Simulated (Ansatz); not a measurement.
All numbers below come from DFT PBEsol, scalar-relativistic, plane waves, PAW in Ansatz 0.2.0.

Plane waves to 420 eV, a k mesh through Γ of 16×16×16 on the computed 2-atom cell and Gaussian smearing (0.10 eV); no spin polarisation.

```xyz
2
Lattice="-1.6065 1.6985 2.6648 1.6065 -1.6428 2.6283 1.6065 1.6428 -2.6283" Properties=species:S:1:pos:R:3 pbc="T T T"
Zr    0.0000    0.0528   -0.0891
H     0.0000    1.6318    1.4306
```

(1) Is this geometry at equilibrium? Which atom feels the largest force?

(2) Give all forces and the stress.

Answers

(1) It isn't. Atom 1 (Zr) feels (0.00, -0.12, 0.80) eV/Å, 0.812 eV/Å in size, and symmetry-related atoms feel the same size.

(2)
```json
{"atom": "Zr1", "Fx": "0.000", "Fy": "-0.124", "Fz": "0.803"}
{"atom": "H2", "Fx": "0.000", "Fy": "0.124", "Fz": "-0.803"}
```
Stress (GPa, compression positive):
```
 -0.72   0.00   0.00
  0.00 -12.87  -0.30
  0.00  -0.30 -10.24
```